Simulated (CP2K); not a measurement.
# Ta under changes of volume

One of the cells (18.010 Å³/atom); the others are scaled copies at fixed shape and fractional positions:

```
CELL_PARAMETERS angstrom
2.86010 0.00000 0.00000
-0.95337 2.69653 0.00000
-0.95337 -1.34826 2.33526
ATOMIC_POSITIONS crystal
Ta 0.00000 0.00000 0.00000
```

| Item | Value |
| --- | --- |
| Program | CP2K 2026.2 |
| Functional | LDA |
| Potentials or basis | GTH_POTENTIALS Ta GTH-PADE-q13; TZVP-MOLOPT-PBE-GTH basis |
| Density cutoff | 6123 eV |
| k mesh | 11 × 11 × 11 |
| Occupations | fermi-dirac, width 0.01 eV |
| Spin | no spin polarisation |

```tsv
volume (Å³/atom)	energy over the lowest point (meV/atom)	pressure (GPa)
16.930	0.00	-10.3
17.290	23.65	-10.8
17.650	49.09	-11.9
18.010	?	?
18.371	109.33	-15.1
18.731	145.50	-16.9
19.091	185.49	-18.5
```

**Question.** What does the run at 18.010 Å³/atom give?

**Answer.** Energy over the lowest point 77.37 meV/atom; pressure -13.4 GPa.

Worked out: A Birch-Murnaghan fit of order 3 (a polynomial in V^(-2/3)) to the other rows has no minimum within the range. It gives 77.50 meV/atom at 18.010 Å³/atom, against the run's 77.37, and -dE/dV = -13.4 GPa, against -13.4.

Energies are extrapolated to zero smearing.

Caveats: the basis of atomic orbitals isn't converged, which shifts pressures, moduli and gaps.
